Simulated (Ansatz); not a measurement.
Computed with DFT, PBE, plane waves (420 eV) with PAW, scalar-relativistic (Ansatz 0.2.0).

An element in the fcc structure gives this curve. The cell is scaled uniformly from the relaxed one, with fractional coordinates and shape fixed. Energies are extrapolated to zero smearing, pressures are those at the given smearing. Magnetic state: spin not included.

```
V (Å³/atom)  E − E₀ (meV/atom)  P (GPa)
      6.931               50.6    19.12
      7.246               20.9    11.55
      7.561                4.8     5.27
      7.877                0.0     0.05
      8.192                4.6    -4.32
      8.507               17.0    -8.00
      8.822               36.1   -11.11
```

Task: Which element is it?
A. carbon
B. copper
C. boron
D. beryllium

Result: D. Its fit is V₀ = 7.87 Å³/atom, B₀ = 120 GPa, B₀′ = 3.5.
